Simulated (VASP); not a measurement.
# Ga (C2/c) in VASP: a series of runs

The runs below take Ga through single point, with PBE.

Program: VASP 6.6.1. These are calculated values, not measurements. Logs are shortened: lines on timing, memory, paths and dates and some standing lists are left out, and cuts for length are marked.

## 1. The crystal as given

Symmetry: C2/c, No. 15, monoclinic system. Conventional cell: a = 2.766 Å, b = 8.053 Å, c = 3.332 Å, α = 90.00°, β = 92.02°, γ = 90.00°. Ga (site symmetry 2) has 8 Ga at 2.69 to 2.92 Å as nearest neighbours.

This isn't the form of Ga at room conditions, which is orthorhombic.

## 2. Single point, PBE

Input file INCAR:

```
PREC = Accurate
ENCUT = 450
EDIFF = 1E-6
ISMEAR = 0
SIGMA = 0.2
LREAL = False
LASPH = True
NELM = 100
ALGO = Normal
ISIF = 2
LWAVE = False
LCHARG = False
GGA = PE
NBANDS = 20
ADDGRID = False
```

Input file KPOINTS:

```
regular mesh
0
Gamma
  11 11 9
```

Input file POSCAR:

```
Ga
1.0
    1.3830000000     -4.0265000000      0.0000000000
    1.3830000000      4.0265000000      0.0000000000
   -0.1174474948      0.0000000000      3.3299294416
Ga
2
Direct
    0.1310000000      0.8690000000      0.7500000000
    0.8690000000      0.1310000000      0.2500000000
```

Potentials or basis: VASP PAW PBE potentials, release 64 (Ga_d).

Command:

```
cat potpaw_PBE.64/Ga_d/POTCAR > POTCAR
mpirun -np 1 vasp_std > vasp.out
```

OUTCAR:

```text
PREC = Accurate
   ENCUT = 450
   EDIFF = 1E-6
   ISMEAR = 0
   LREAL = False
   LASPH = True
   NELM = 100
   ISIF = 2
   GGA = PE

 Found    300 irreducible k-points:

 Following reciprocal coordinates:
            Coordinates               Weight
  0.000000  0.000000  0.000000      1.000000
  0.090909 -0.000000  0.000000      4.000000
  0.181818  0.000000 -0.000000      4.000000
  0.272727 -0.000000  0.000000      4.000000
  0.363636 -0.000000 -0.000000      4.000000
  0.454545 -0.000000  0.000000      4.000000
   k-points           NKPTS =    300   k-points in BZ     NKDIM =    300   number of bands    NBANDS=     20
   number of dos      NEDOS =    301   number of ions     NIONS =      2
   total plane-waves  NPLWV =  21600
   dimension x,y,z NGX =    30 NGY =   30 NGZ =   24
   dimension x,y,z NGXF=    60 NGYF=   60 NGZF=   48
   ions per type =               2
   NGX,Y,Z   is equivalent  to a cutoff of  11.71, 11.71, 11.97 a.u.
   NGXF,Y,Z  is equivalent  to a cutoff of  23.43, 23.43, 23.95 a.u.
 SYSTEM =  unknown system
   PREC   = accura    normal or accurate (medium, high low for compatibility)
   ISTART =      0    job   : 0-new  1-cont  2-samecut
   ICHARG =      2    charge: 1-file 2-atom 10-const
   ISPIN  =      1    spin polarized calculation?
   LNONCOLLINEAR =      F non collinear calculations
   LSORBIT =      F    spin-orbit coupling
   LASPH  =      T    aspherical Exc in radial PAW
   ENCUT  =  450.0 eV  33.07 Ry    5.75 a.u.   7.36  7.36  5.76*2*pi/ulx,y,z
   NELM   =    100;   NELMIN=  2; NELMDL= -5     # of ELM steps
   EDIFF  = 0.1E-05   stopping-criterion for ELM
   LREAL  =      F    real-space projection
   EDIFFG = 0.1E-04   stopping-criterion for IOM
   NSW    =      0    number of steps for IOM
   IBRION =     -1    ionic relax: 0-MD 1-quasi-New 2-CG
   NFREE  =      0    steps in history (QN), initial steepest desc. (CG)
   ISIF   =      2    stress and relaxation
   ISYM   =      2    0-nonsym 1-usesym 2-fastsym
   POTIM  = 0.5000    time-step for ionic-motion
   TEBEG  =    0.0;   TEEND  =   0.0 temperature during run
   PSTRESS=    0.0 pullay stress
   NELECT =      26.0000    total number of electrons
   NUPDOWN=      -1.0000    fix difference up-down
   EMIN   =  10.00;   EMAX   =-10.00  energy-range for DOS
   EFERMI =   0.00;   METHOD = LEGACY
   ISMEAR =     0;   SIGMA  =   0.20  broadening in eV -4-tet -1-fermi 0-gaus
   EFERMI_NEDOS =   21; number of points for ismear=-14 and -15
   IALGO  =     38    algorithm
   IMIX   =      4    mixing-type and parameters
     AMIX     =   0.40;   BMIX     =  1.00
     AMIX_MAG =   1.60;   BMIX_MAG =  1.00
  volume/ion in A,a.u.               =      18.54       125.14
  Fermi-wavevector in a.u.,A,eV,Ry     =   1.454323  2.748273 28.777089  2.115056
  Thomas-Fermi vector in A             =   2.571487
   LORBIT       =      0    0 simple, 1 ext, 2 COOP (PROOUT), +10 PAW based schemes
   GGA     = PE    functional components
   LHFCALC =     F    Hartree Fock is set to
   AEXX    =    0.0000 exact exchange contribution
   IVDW    =     0    specifies the selected vdW correction
   LEPSILON=     F    determine dielectric tensor
   LRPA    =     F    only Hartree local field effects (RPA)
 non-spin polarized calculation
 Gauss-broadening in eV      SIGMA  =   0.20
  energy-cutoff  :      450.00
  volume of cell :       37.09
 maximum number of plane-waves:       825
 NGX is ok and might be reduce to    30
   NGX = 15   NGY = 15   NGZ = 11

 number of electron      25.9999982 magnetization

 Free energy of the ion-electron system (eV)
  ---------------------------------------------------
  ext. energy  EPLUGINS =         0.00000000
  ---------------------------------------------------
  free energy    TOTEN  =        -5.77095230 eV

  energy without entropy =       -5.75583325  energy(sigma->0) =       -5.76339277

 E-fermi :   5.7236     XC(G=0): -11.0574

 val. band max:        5.7212718283   @ k =   0.3636   0.0909   0.4444
 cond. band min:       5.7346792817   @ k =  -0.2727  -0.4545   0.2222
 fundamental gap:      0.0134074534
 Fermi energy:         5.7235924882

 k-point     1 :       0.0000    0.0000    0.0000
  band No.  band energies     occupation
      1      -9.5035      2.00000
      2      -9.4936      2.00000
      3      -9.4567      2.00000
      4      -9.4330      2.00000
      5      -9.1593      2.00000
      6      -9.1582      2.00000
      7      -9.1299      2.00000
      8      -9.1270      2.00000
      9      -9.1141      2.00000
     10      -8.9783      2.00000
     11      -5.5717      2.00000
     12       3.5650      2.00000
     13       4.0329      2.00000
     14       7.2905      0.00000
     15      11.0912      0.00000
     16      15.3551      0.00000
     17      15.8459      0.00000
     18      16.0757      0.00000
     19      16.3805      0.00000
     20      18.7569      0.00000

 k-point     2 :       0.0909   -0.0000    0.0000
  band No.  band energies     occupation
      1      -9.4968      2.00000
      2      -9.4802      2.00000
      3      -9.4389      2.00000
      4      -9.4011      2.00000
      5      -9.1747      2.00000
      6      -9.1730      2.00000
      7      -9.1413      2.00000
      8      -9.1379      2.00000
      9      -9.1163      2.00000
     10      -8.9812      2.00000
     11      -5.3878      2.00000
     12       3.1270      2.00000
     13       4.8018      2.00000
     14       7.4863      0.00000
     15      11.2592      0.00000
     16      12.9721      0.00000
     17      14.0879      0.00000
     18      15.8116      0.00000
     19      16.7251      0.00000
     20      19.5575      0.00000

 k-point     3 :       0.1818    0.0000   -0.0000
  band No.  band energies     occupation
      1      -9.4793      2.00000
      2      -9.4505      2.00000
      3      -9.3904      2.00000
      4      -9.3201      2.00000
      5      -9.2162      2.00000
      6      -9.2111      2.00000
      7      -9.1643      2.00000
      8      -9.1627      2.00000
      9      -9.1241      2.00000
     10      -8.9906      2.00000
     11      -4.8318      2.00000
     12       2.8394      2.00000
     13       6.0532      0.01976
     14       8.0623      0.00000
     15       9.7390      0.00000
     16      11.5294      0.00000
     17      11.8820      0.00000
     18      15.7216      0.00000
     19      16.8962      0.00000
     20      20.4842      0.00000

 k-point     4 :       0.2727   -0.0000    0.0000
  band No.  band energies     occupation
      1      -9.4578      2.00000
      2      -9.4182      2.00000
      3      -9.3385      2.00000
      4      -9.2993      2.00000
      5      -9.2709      2.00000
      6      -9.1902      2.00000
      7      -9.1847      2.00000
      8      -9.1663      2.00000
      9      -9.1354      2.00000
     10      -9.0060      2.00000
     11      -3.8975      2.00000
     12       2.8522      2.00000
     13       6.6369      0.00000
     14       7.5368      0.00000
     15       8.9986      0.00000
     16       9.5752      0.00000
     17      12.7109      0.00000
     18      15.6443      0.00000
     19      17.1207      0.00000
     20      19.9107      0.00000

 k-point     5 :       0.3636   -0.0000   -0.0000
  band No.  band energies     occupation
      1      -9.4404      2.00000
      2      -9.4037      2.00000
      3      -9.3391      2.00000
      4      -9.3232      2.00000
      5      -9.3098      2.00000
      6      -9.2056      2.00000
      7      -9.1638      2.00000
      8      -9.1519      2.00000
      9      -9.0670      2.00000
     10      -9.0242      2.00000
     11      -2.5907      2.00000
     12       2.8783      2.00000
     13       4.3081      2.00000
     14       7.1522      0.00000
     15       9.8144      0.00000
     16      10.2837      0.00000
     17      13.9891      0.00000
     18      15.3128      0.00000
     19      16.9839      0.00000
     20      18.1625      0.00000

 k-point     6 :       0.4545   -0.0000    0.0000
  band No.  band energies     occupation
      1      -9.4306      2.00000
      2      -9.4182      2.00000
      3      -9.3596      2.00000
      4      -9.3277      2.00000
      5      -9.3170      2.00000
      6      -9.2088      2.00000
      7      -9.1684      2.00000
      8      -9.1334      2.00000
      9      -9.0381      2.00000
     10      -9.0034      2.00000
     11      -0.9787      2.00000
     12       1.2794      2.00000
     13       4.1796      2.00000
     14       5.9132      0.18008
     15      11.1731      0.00000
     16      11.8429      0.00000
     17      14.3529      0.00000
     18      15.3757      0.00000
     19      15.7107      0.00000
     20      17.7789      0.00000

 [... further k-points ...]

------------------------ aborting loop because EDIFF is reached ----------------------------------------

  FORCE on cell =-STRESS in cart. coord.  units (eV):
  Direction    XX          YY          ZZ          XY          YZ          ZX
  --------------------------------------------------------------------------------------
  -------------------------------------------------------------------------------------
  Total        0.2874417      0.4091457      0.4687306      0.0000000      0.0000000      0.0627161
  in kB       12.4178241     17.6755799     20.2497180      0.0000000      0.0000000      2.7094114
  external PRESSURE =      16.7810407 kB  Pullay stress =       0.0000000 kB

 VOLUME and BASIS-vectors are now :
 -----------------------------------------------------------------------------
  energy-cutoff  :      450.00
  volume of cell :       37.09
      direct lattice vectors                 reciprocal lattice vectors
     1.383000000 -4.026500000  0.000000000     0.361532899 -0.124177325  0.012751361
     1.383000000  4.026500000  0.000000000     0.361532899  0.124177325  0.012751361
    -0.117447495  0.000000000  3.329929442     0.000000000  0.000000000  0.300306663

 POSITION                                       TOTAL-FORCE (eV/Angst)
 -----------------------------------------------------------------------------------
      1.29491      2.97156      2.49745         0.000000     -0.225839      0.000000
      1.35364     -2.97156      0.83248        -0.000000      0.225839     -0.000000
 -----------------------------------------------------------------------------------
    total drift:                                0.000000      0.000000     -0.000000

  FREE ENERGIE OF THE ION-ELECTRON SYSTEM (eV)
  ---------------------------------------------------
  free  energy   TOTEN  =        -5.7709522966 eV

  energy  without entropy=       -5.7558332489  energy(sigma->0) =       -5.76339277
```

It took 2.8 min on 1 thread of Intel Xeon Platinum 8259CL at 2.50GHz (Skylake/Cascade Lake), shared host; peak memory 0.26 GiB.

These settings aren't checked as converged: the numbers below hold their error.

What came out:

- Free energy: -5.7710 eV
- Pressure: 1.7 GPa
- Largest force: 0.226 eV/Å
- Band gap on the k mesh: none (metal or under the smearing width)

## 3. Single point, PBE

INCAR is that of step 2.

KPOINTS is that of step 2.

Input file POSCAR:

```
Ga
1.0
    1.3830000000     -4.0265000000      0.0000000000
    1.3830000000      4.0265000000      0.0000000000
   -0.1174474948      0.0000000000      3.3299294416
Ga
2
Direct
    0.0863460000      0.8268100000      0.7848140000
    0.8777350000      0.1376800000      0.2531650000
```

Potentials or basis: VASP PAW PBE potentials, release 64 (Ga_d).

Command:

```
cat potpaw_PBE.64/Ga_d/POTCAR > POTCAR
mpirun -np 1 vasp_std > vasp.out
```

OUTCAR:

```text
PREC = Accurate
   ENCUT = 450
   EDIFF = 1E-6
   ISMEAR = 0
   LREAL = False
   LASPH = True
   NELM = 100
   ISIF = 2
   GGA = PE

 Found    545 irreducible k-points:

 Following reciprocal coordinates:
            Coordinates               Weight
  0.000000  0.000000  0.000000      1.000000
  0.090909 -0.000000  0.000000      2.000000
  0.000000 -0.090909  0.000000      2.000000
  0.181818  0.000000 -0.000000      2.000000
  0.000000 -0.181818  0.000000      2.000000
[... 217 lines left out ...]

  FORCE on cell =-STRESS in cart. coord.  units (eV):
  Direction    XX          YY          ZZ          XY          YZ          ZX
  --------------------------------------------------------------------------------------
  -------------------------------------------------------------------------------------
  Total        0.3065313      0.5985229      0.5656906      0.0112961      0.1480695      0.0366431
  in kB       13.2425156     25.8568994     24.4385043      0.4880032      6.3967765      1.5830255
  external PRESSURE =      21.1793064 kB  Pullay stress =       0.0000000 kB

 VOLUME and BASIS-vectors are now :
 -----------------------------------------------------------------------------
  energy-cutoff  :      450.00
  volume of cell :       37.09
      direct lattice vectors                 reciprocal lattice vectors
     1.383000000 -4.026500000  0.000000000     0.361532899 -0.124177325  0.012751361
     1.383000000  4.026500000  0.000000000     0.361532899  0.124177325  0.012751361
    -0.117447495  0.000000000  3.329929442     0.000000000  0.000000000  0.300306663

 POSITION                                       TOTAL-FORCE (eV/Angst)
 -----------------------------------------------------------------------------------
      1.17072      2.98148      2.61338         0.005298     -0.293901     -0.210145
      1.37459     -2.97983      0.84302        -0.005298      0.293901      0.210145
 -----------------------------------------------------------------------------------
    total drift:                               -0.000011      0.000020     -0.000000

  FREE ENERGIE OF THE ION-ELECTRON SYSTEM (eV)
  ---------------------------------------------------
  free  energy   TOTEN  =        -5.7547798946 eV

  energy  without entropy=       -5.7393676145  energy(sigma->0) =       -5.74707375
```

It took 4.9 min on 1 thread of Intel Xeon Platinum 8259CL at 2.50GHz (Skylake/Cascade Lake), shared host; peak memory 0.36 GiB.

These settings aren't checked as converged: the numbers below hold their error.

Results:

- Free energy: -5.7548 eV
- Pressure: 2.1 GPa
- Largest force: 0.361 eV/Å
- Band gap on the k mesh: none (metal or under the smearing width)

## 4. The reference run

An earlier run on the cell as given: functional PBE; potentials or basis VASP PAW PBE potentials, release 64 (Ga_d); cutoff 520 eV; k mesh 10 × 10 × 8; occupations fermi-dirac, width 0.05 eV; no spin polarisation.

- Pressure: 1.8 GPa
- Largest force: 0.203 eV/Å
- Band gap on the k mesh: none (metal or under the smearing width)
